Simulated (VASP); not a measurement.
# TaN (Fm-3m) in VASP: further runs

One crystal, TaN, is run at these levels: PBE; tasks: relaxation of cell and atoms.

Program: VASP 6.6.1. These are calculated values, not measurements. Logs are shortened: lines on timing, memory, paths and dates and some standing lists are left out, and cuts for length are marked.

## Step 1: Starting point

Symmetry: Fm-3m, No. 225, cubic system. The conventional cell has a = 4.423 Å, b = 4.423 Å, c = 4.423 Å, α = 90.00°, β = 90.00°, γ = 90.00°. Around Ta (site symmetry m-3m) lie 6 N at 2.21 Å. N (site symmetry m-3m) is surrounded by 6 Ta at 2.21 Å.

The cell comes from a database or a generator and needn't be the stable form of this composition.

## Step 2: Relaxation of cell and atoms, PBE

The input, INCAR:

```
  PREC = Accurate
  ENCUT = 520
  EDIFF = 1E-7
  ISMEAR = 0
  SIGMA = 1.0
  LREAL = False
  LASPH = True
  NELM = 60
  ALGO = Normal
  ISIF = 3
  LWAVE = False
  LCHARG = False
  GGA = PE
  IBRION = 2
  NSW = 80
  EDIFFG = -0.002
```

The input, KPOINTS:

```
Automatic mesh
0
Gamma
  12 12 12
```

The input, POSCAR:

```
TaN
1.0
    0.0000000000      2.2113230000      2.2113230000
    2.2113230000      0.0000000000      2.2113230000
    2.2113230000      2.2113230000      0.0000000000
Ta N
1 1
Direct
    0.5000000000      0.5000000000      0.5000000000
    0.0000000000      0.0000000000      0.0000000000
```

Potentials or basis: VASP PAW PBE potentials, release 64 (Ta_pv, N).

Launch:

```sh
> cat potpaw_PBE.64/Ta_pv/POTCAR potpaw_PBE.64/N/POTCAR > POTCAR
> mpirun -np 1 vasp_std > vasp.out
```

OUTCAR:

```text
PREC = Accurate
   ENCUT = 520
   EDIFF = 1E-7
   ISMEAR = 0
   LREAL = False
   LASPH = True
   NELM = 60
   ISIF = 3
   GGA = PE
   IBRION = 2
   NSW = 80
   EDIFFG = -0.002

 ion  position               nearest neighbor table
   1  0.500  0.500  0.500-   2 2.21   2 2.21   2 2.21   2 2.21   2 2.21   2 2.21
   2  0.000  0.000  0.000-   1 2.21   1 2.21   1 2.21   1 2.21   1 2.21   1 2.21

  LATTYP: Found a face centered cubic cell.
 ALAT       =     4.4226460000

  Lattice vectors:

 A1 = (   0.0000000000,   2.2113230000,   2.2113230000)
 A2 = (   2.2113230000,   0.0000000000,   2.2113230000)
 A3 = (   2.2113230000,   2.2113230000,   0.0000000000)

Analysis of symmetry for initial positions (statically):
=====================================================================
 Subroutine PRICEL returns:
 Original cell was already a primitive cell.

 Routine SETGRP: Setting up the symmetry group for a
 face centered cubic supercell.

 Subroutine GETGRP returns: Found 48 space group operations
 (whereof 48 operations were pure point group operations)
 out of a pool of 48 trial point group operations.

The static configuration has the point symmetry O_h .

Analysis of symmetry for dynamics (positions and initial velocities):
=====================================================================
 Subroutine PRICEL returns:
 Original cell was already a primitive cell.

 Routine SETGRP: Setting up the symmetry group for a
 face centered cubic supercell.

 Subroutine GETGRP returns: Found 48 space group operations
 (whereof 48 operations were pure point group operations)
 out of a pool of 48 trial point group operations.

The dynamic configuration has the point symmetry O_h .

 Subroutine INISYM returns: Found 48 space group operations
 (whereof 48 operations are pure point group operations),
 and found     1 'primitive' translations

----------------------------------------------------------------------------------------

                                     Primitive cell

  volume of cell :      21.6265

  direct lattice vectors                    reciprocal lattice vectors
     0.000000000  2.211323000  2.211323000    -0.226108985  0.226108985  0.226108985
     2.211323000  0.000000000  2.211323000     0.226108985 -0.226108985  0.226108985
[... 99 lines left out ...]
   EFERMI =   0.00;   METHOD = LEGACY
   ISMEAR =     0;   SIGMA  =   1.00  broadening in eV -4-tet -1-fermi 0-gaus
   EFERMI_NEDOS =   21; number of points for ismear=-14 and -15
   IALGO  =     38    algorithm
   IMIX   =      4    mixing-type and parameters
     AMIX     =   0.40;   BMIX     =  1.00
     AMIX_MAG =   1.60;   BMIX_MAG =  1.00
  volume/ion in A,a.u.               =      10.81        72.97
  Fermi-wavevector in a.u.,A,eV,Ry     =   1.480651  2.798024 29.828417  2.192327
  Thomas-Fermi vector in A             =   2.594659
   LORBIT       =      0    0 simple, 1 ext, 2 COOP (PROOUT), +10 PAW based schemes
   GGA     = PE    functional components
   LHFCALC =     F    Hartree Fock is set to
   AEXX    =    0.0000 exact exchange contribution
   IVDW    =     0    specifies the selected vdW correction
   LEPSILON=     F    determine dielectric tensor
   LRPA    =     F    only Hartree local field effects (RPA)
 conjugate gradient relaxation of ions
 non-spin polarized calculation
 Gauss-broadening in eV      SIGMA  =   1.00
  energy-cutoff  :      520.00
  volume of cell :       21.63
 maximum number of plane-waves:       604
   NGX = 11   NGY = 11   NGZ = 11

--------------------------------------- Ionic step        1  -------------------------------------------

 number of electron      16.0000003 magnetization

 Free energy of the ion-electron system (eV)
  ---------------------------------------------------
  ext. energy  EPLUGINS =         0.00000000
  ---------------------------------------------------
  free energy    TOTEN  =       -22.03767973 eV

  energy without entropy =      -21.61161097  energy(sigma->0) =      -21.82464535

------------------------ aborting loop because EDIFF is reached ----------------------------------------

  FORCE on cell =-STRESS in cart. coord.  units (eV):
  Direction    XX          YY          ZZ          XY          YZ          ZX
  --------------------------------------------------------------------------------------
  -------------------------------------------------------------------------------------
  Total        0.2355675      0.2355675      0.2355675      0.0000000      0.0000000      0.0000000
  in kB       17.4517679     17.4517679     17.4517679      0.0000000      0.0000000      0.0000000
  external PRESSURE =      17.4517679 kB  Pullay stress =       0.0000000 kB
[... 59 lines left out ...]
--------------------------------------- Ionic step        3  -------------------------------------------

 number of electron      16.0000003 magnetization

 Free energy of the ion-electron system (eV)
  ---------------------------------------------------
  ext. energy  EPLUGINS =         0.00000000
  ---------------------------------------------------
  free energy    TOTEN  =       -22.03831272 eV

  energy without entropy =      -21.60864489  energy(sigma->0) =      -21.82347881

 E-fermi :   9.2331     XC(G=0): -13.3107

 val. band max:        9.2329441253   @ k =   0.2500   0.0833   0.0000
 cond. band min:       9.2704911448   @ k =  -0.2500   0.4167   0.1667
 fundamental gap:      0.0375470195
 Fermi energy:         9.2330509099

 k-point     1 :       0.0000    0.0000    0.0000
  band No.  band energies     occupation
      1     -26.4897      2.00000
      2     -26.4897      2.00000
      3     -26.4897      2.00000
      4      -9.3894      2.00000
      5       5.5256      2.00000
      6       5.5256      2.00000
      7       5.5256      2.00000
      8       7.2629      1.99467
      9       7.2629      1.99467
     10       7.2629      1.99467
     11       9.3709      0.84547
     12       9.3709      0.84547
[... 331 lines left out ...]
 k-point    24 :      -0.4167    0.1667    0.0000
  band No.  band energies     occupation
      1     -27.1933      2.00000
      2     -26.7065      2.00000
      3     -26.5953      2.00000
      4      -6.8528      2.00000
      5      -0.1751      2.00000
      6       2.1621      2.00000
      7       2.2303      2.00000
      8       9.9258      0.32722
      9      10.7758      0.02913
     10      10.9378      0.01592
     11      14.2402      0.00000
     12      16.3509      0.00000

 [... further k-points ...]
[... 5 lines left out ...]
  --------------------------------------------------------------------------------------
  -------------------------------------------------------------------------------------
  Total        0.0008209      0.0008209      0.0008209      0.0000000      0.0000000      0.0000000
  in kB        0.0604872      0.0604872      0.0604872      0.0000000      0.0000000      0.0000000
  external PRESSURE =       0.0604872 kB  Pullay stress =       0.0000000 kB
[... 17 lines left out ...]
  FREE ENERGIE OF THE ION-ELECTRON SYSTEM (eV)
  ---------------------------------------------------
  free  energy   TOTEN  =       -22.0383127246 eV

  energy  without entropy=      -21.6086448905  energy(sigma->0) =      -21.82347881

 reached required accuracy - stopping structural energy minimisation
```

CONTCAR:

```text
TaN
   1.00000000000000
     0.0000000000000000    2.2153202432887453    2.2153202432887453
     2.2153202432887453   -0.0000000000000000    2.2153202432887453
     2.2153202432887453    2.2153202432887453    0.0000000000000000
  Ta              N
     1     1
Direct
     0.5000000000000000    0.5000000000000000    0.5000000000000000
     0.0000000000000000    0.0000000000000000    0.0000000000000000

  0.00000000E+00  0.00000000E+00  0.00000000E+00
  0.00000000E+00  0.00000000E+00  0.00000000E+00
```

Run time: 32 s. Hardware: 1 thread of Intel Xeon Platinum 8375C at 2.90GHz (Ice Lake), shared host; peak memory 0.16 GiB.

What came out:

| Property | Result |
| --- | --- |
| Free energy | -22.0383 eV |
| Relaxed volume | 10.87 Å³/atom |
| Relaxed cell | a = 3.133 Å, b = 3.133 Å, c = 3.133 Å, α = 60.00°, β = 60.00°, γ = 60.00° |
| Space group after relaxing (to 0.05 Å) | Fm-3m (No. 225) |
| Energy gained by relaxing | 0.3 meV/atom |
| Ionic steps | 3 |
| Pressure after relaxing | 0.0 GPa |
| Band gap on the k mesh | none (metal or under the smearing width) |

Step by step:
```tsv
step	energy change (eV)	largest force (eV/Å)	pressure (GPa)	volume (Å³)
1	0.0000	0.0000	1.75	21.63
2	0.0022	0.0000	-3.58	22.00
3	-0.0006	0.0000	0.01	21.74
```

Final structure:
```
Ta N
1.0
     0.00000    2.21532    2.21532
     2.21532    0.00000    2.21532
     2.21532    2.21532    0.00000
Ta N
1 1
Direct
  0.50000 0.50000 0.50000
  0.00000 0.00000 0.00000
```

Spin-orbit coupling is left out, which matters for the levels of Ta.

## Step 3: Relaxation of cell and atoms, PBE

This run uses another cell than the first one, of 10.87 Å³/atom, 1.005 times its volume.

INCAR is that of step 2.

KPOINTS is that of step 2.

The input, POSCAR:

```
TaN                                     
1.0
    0.0000000000      2.2153202433      2.2153202433
    2.2153202433     -0.0000000000      2.2153202433
    2.2153202433      2.2153202433      0.0000000000
  Ta              N             
     1     1
Direct
     0.5000000000000000    0.5000000000000000    0.5000000000000000
     0.0000000000000000    0.0000000000000000    0.0000000000000000
```

Potentials or basis: VASP PAW PBE potentials, release 64 (Ta_pv, N).

Launch:

```sh
> cat potpaw_PBE.64/Ta_pv/POTCAR potpaw_PBE.64/N/POTCAR > POTCAR
> mpirun -np 1 vasp_std > vasp.out
```

OUTCAR:

```text
PREC = Accurate
   ENCUT = 520
   EDIFF = 1E-7
   ISMEAR = 0
   LREAL = False
   LASPH = True
   NELM = 60
   ISIF = 3
   GGA = PE
   IBRION = 2
   NSW = 80
   EDIFFG = -0.002

 ion  position               nearest neighbor table
   1  0.500  0.500  0.500-   2 2.22   2 2.22   2 2.22   2 2.22   2 2.22   2 2.22
   2  0.000  0.000  0.000-   1 2.22   1 2.22   1 2.22   1 2.22   1 2.22   1 2.22

  LATTYP: Found a face centered cubic cell.
 ALAT       =     4.4306404866

  Lattice vectors:

 A1 = (   0.0000000000,   2.2153202433,   2.2153202433)
 A2 = (   2.2153202433,   0.0000000000,   2.2153202433)
 A3 = (   2.2153202433,   2.2153202433,   0.0000000000)

Analysis of symmetry for initial positions (statically):
=====================================================================
 Subroutine PRICEL returns:
 Original cell was already a primitive cell.

 Routine SETGRP: Setting up the symmetry group for a
 face centered cubic supercell.

 Subroutine GETGRP returns: Found 48 space group operations
 (whereof 48 operations were pure point group operations)
 out of a pool of 48 trial point group operations.

The static configuration has the point symmetry O_h .

Analysis of symmetry for dynamics (positions and initial velocities):
=====================================================================
 Subroutine PRICEL returns:
 Original cell was already a primitive cell.

 Routine SETGRP: Setting up the symmetry group for a
 face centered cubic supercell.

 Subroutine GETGRP returns: Found 48 space group operations
 (whereof 48 operations were pure point group operations)
 out of a pool of 48 trial point group operations.

The dynamic configuration has the point symmetry O_h .

 Subroutine INISYM returns: Found 48 space group operations
 (whereof 48 operations are pure point group operations),
 and found     1 'primitive' translations

----------------------------------------------------------------------------------------

                                     Primitive cell

  volume of cell :      21.7440
[... 121 lines left out ...]
 non-spin polarized calculation
 Gauss-broadening in eV      SIGMA  =   1.00
  energy-cutoff  :      520.00
  volume of cell :       21.74
 maximum number of plane-waves:       604
   NGX = 11   NGY = 11   NGZ = 11

 number of electron      16.0000003 magnetization

 Free energy of the ion-electron system (eV)
  ---------------------------------------------------
  ext. energy  EPLUGINS =         0.00000000
  ---------------------------------------------------
  free energy    TOTEN  =       -22.03841154 eV

  energy without entropy =      -21.60874289  energy(sigma->0) =      -21.82357721

 E-fermi :   9.2331     XC(G=0): -13.3107

 val. band max:        9.2329438875   @ k =   0.2500   0.0833   0.0000
 cond. band min:       9.2705066300   @ k =  -0.2500   0.4167   0.1667
 fundamental gap:      0.0375627425
 Fermi energy:         9.2330501832

 k-point     1 :       0.0000    0.0000    0.0000
  band No.  band energies     occupation
      1     -26.4897      2.00000
      2     -26.4897      2.00000
      3     -26.4897      2.00000
      4      -9.3893      2.00000
      5       5.5257      2.00000
      6       5.5257      2.00000
      7       5.5257      2.00000
      8       7.2629      1.99467
      9       7.2629      1.99467
     10       7.2629      1.99467
     11       9.3709      0.84548
     12       9.3709      0.84548
[... 331 lines left out ...]
 k-point    24 :      -0.4167    0.1667    0.0000
  band No.  band energies     occupation
      1     -27.1933      2.00000
      2     -26.7065      2.00000
      3     -26.5953      2.00000
      4      -6.8527      2.00000
      5      -0.1751      2.00000
      6       2.1622      2.00000
      7       2.2304      2.00000
      8       9.9258      0.32721
      9      10.7758      0.02913
     10      10.9378      0.01592
     11      14.2402      0.00000
     12      16.3510      0.00000

 [... further k-points ...]

------------------------ aborting loop because EDIFF is reached ----------------------------------------

  FORCE on cell =-STRESS in cart. coord.  units (eV):
  Direction    XX          YY          ZZ          XY          YZ          ZX
  --------------------------------------------------------------------------------------
  -------------------------------------------------------------------------------------
  Total        0.0007846      0.0007846      0.0007846      0.0000000      0.0000000     -0.0000000
  in kB        0.0578086      0.0578086      0.0578086      0.0000000      0.0000000     -0.0000000
  external PRESSURE =       0.0578086 kB  Pullay stress =       0.0000000 kB

 VOLUME and BASIS-vectors are now :
 -----------------------------------------------------------------------------
  energy-cutoff  :      520.00
  volume of cell :       21.74
      direct lattice vectors                 reciprocal lattice vectors
     0.000000000  2.215320243  2.215320243    -0.225701003  0.225701003  0.225701003
     2.215320243  0.000000000  2.215320243     0.225701003 -0.225701003  0.225701003
     2.215320243  2.215320243  0.000000000     0.225701003  0.225701003 -0.225701003

 POSITION                                       TOTAL-FORCE (eV/Angst)
 -----------------------------------------------------------------------------------
      2.21532      2.21532      2.21532         0.000000      0.000000      0.000000
      0.00000      0.00000      0.00000         0.000000     -0.000000      0.000000
 -----------------------------------------------------------------------------------
    total drift:                                0.000000     -0.000000     -0.000000

  FREE ENERGIE OF THE ION-ELECTRON SYSTEM (eV)
  ---------------------------------------------------
  free  energy   TOTEN  =       -22.0384115360 eV

  energy  without entropy=      -21.6087428851  energy(sigma->0) =      -21.82357721

 reached required accuracy - stopping structural energy minimisation
```

OSZICAR:

```text
N       E                     dE             d eps       ncg     rms          rms(c)
DAV:   1     0.879545961646E+02    0.87955E+02   -0.92196E+03  1728   0.141E+03
DAV:   2    -0.212684585694E+02   -0.10922E+03   -0.10324E+03  2024   0.336E+02
DAV:   3    -0.249975207107E+02   -0.37291E+01   -0.36165E+01  2128   0.564E+01
DAV:   4    -0.250456154876E+02   -0.48095E-01   -0.47643E-01  2024   0.583E+00
DAV:   5    -0.250462514195E+02   -0.63593E-03   -0.63570E-03  2228   0.518E-01    0.230E+01
DAV:   6    -0.221667590369E+02    0.28795E+01   -0.12954E+01  2036   0.328E+01    0.975E+00
DAV:   7    -0.220702400932E+02    0.96519E-01   -0.49121E-01  1880   0.650E+00    0.657E+00
DAV:   8    -0.220426078842E+02    0.27632E-01   -0.13869E-01  2084   0.368E+00    0.110E+00
DAV:   9    -0.220382430945E+02    0.43648E-02   -0.20074E-02  2016   0.115E+00    0.254E-01
DAV:  10    -0.220382390393E+02    0.40552E-05   -0.15419E-03  2052   0.405E-01    0.104E-01
DAV:  11    -0.220384048867E+02   -0.16585E-03   -0.57777E-04  2024   0.128E-01    0.130E-02
DAV:  12    -0.220384119170E+02   -0.70304E-05   -0.71476E-05  1840   0.284E-02    0.335E-03
DAV:  13    -0.220384115335E+02    0.38348E-06   -0.95840E-07  1708   0.330E-03    0.276E-03
DAV:  14    -0.220384115360E+02   -0.24668E-08   -0.15349E-08   952   0.138E-03
   1 F= -.22038412E+02 E0= -.21823577E+02  d E =-.220384E+02
```

CONTCAR:

```text
TaN
   1.00000000000000
     0.0000000000000000    2.2153202432999999    2.2153202432999999
     2.2153202432999999    0.0000000000000000    2.2153202432999999
     2.2153202432999999    2.2153202432999999    0.0000000000000000
  Ta              N
     1     1
Direct
     0.5000000000000000    0.5000000000000000    0.5000000000000000
     0.0000000000000000    0.0000000000000000    0.0000000000000000

  0.00000000E+00  0.00000000E+00  0.00000000E+00
  0.00000000E+00  0.00000000E+00  0.00000000E+00
```

Run time: 17 s. Hardware: 1 thread of Intel Xeon Platinum 8375C at 2.90GHz (Ice Lake), shared host; peak memory 0.15 GiB.

What came out:

| Quantity | Value |
| --- | --- |
| Free energy | -22.0384 eV |
| Pressure after relaxing | 0.0 GPa |
| Band gap on the k mesh | none (metal or under the smearing width) |

Final structure:
```cif
data_structure
_symmetry_space_group_name_H-M 'P 1'
_symmetry_Int_Tables_number 1
_cell_length_a 3.1329
_cell_length_b 3.1329
_cell_length_c 3.1329
_cell_angle_alpha 60.000
_cell_angle_beta 60.000
_cell_angle_gamma 60.000
_cell_volume 21.74
loop_
_atom_site_label
_atom_site_type_symbol
_atom_site_fract_x
_atom_site_fract_y
_atom_site_fract_z
_atom_site_occupancy
Ta1 Ta 0.50000 0.50000 0.50000 1
N1 N 0.00000 0.00000 0.00000 1
```

Levels at points of the mesh, in eV from the Fermi level:
```
           k point  band 5  band 6  band 7  band 8  band 9  band 10  band 11  band 12
(0.00, 0.00, 0.00)   -3.71   -3.71   -3.71   -1.97   -1.97    -1.97     0.14     0.14
(0.50, 0.00, 0.00)  -10.13   -7.35   -7.35    1.91    1.91     1.99     3.81     7.37
(0.50, 0.50, 0.00)   -6.54   -5.25   -4.53   -4.53    2.13     3.50     3.50     4.38
```

Caveat: the relaxation stopped at its first step, so nothing moved. Spin-orbit coupling is left out, which matters for the levels of Ta.
